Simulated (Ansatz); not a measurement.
MgF$_{2}$:
Space group P4₂/mnm (No. 136); a = 4.622 Å, b = 4.622 Å, c = 3.046 Å, α = 90.00°, β = 90.00°, γ = 90.00°

```
atom  site  symmetry       x       y       z
----  ----  --------  ------  ------  ------
Mg      2a      m.mm  0.0000  0.0000  0.0000
F       4f      m.2m  0.3030  0.3030  0.0000
```

Relaxed with r²SCAN.

Question: Give the optical modes at the zone centre with their infrared and Raman activity from DFPT, the program Ansatz at the r²SCAN level (PAW).

Answer: Transverse frequencies, without the LO–TO term; a row sums one degenerate level.

```csv
ω (cm⁻¹),degeneracy,IR ((D/Å)²/amu),Raman (Å⁴/amu),activity,symmetry
85,1,0.00,0,silent,B1g
207,1,0.00,0,silent,B1u
246,2,7.66,0,IR,Eu
298,2,0.00,0,silent,Eg
299,1,0.00,0,silent,A2g
408,1,13.34,0,IR,A2u
413,1,0.00,0.14,Raman,A1g
417,2,1.74,0,IR,Eu
431,1,0.00,0,silent,B1u
460,2,15.33,0,IR,Eu
517,1,0.00,0,silent,B2g
```

Question: How high does the top mode go among those that the LO–TO term moves?

Answer: 623 cm⁻¹ for q along x, 623 cm⁻¹ for q along y, 623 cm⁻¹ for q along z.

Space group P4_2/mnm (rutile). The cell was relaxed with r²SCAN under the symmetry of its start; of distortions, only those at the zone centre were tested.

Potentials: the later of the program's two PAW sets.
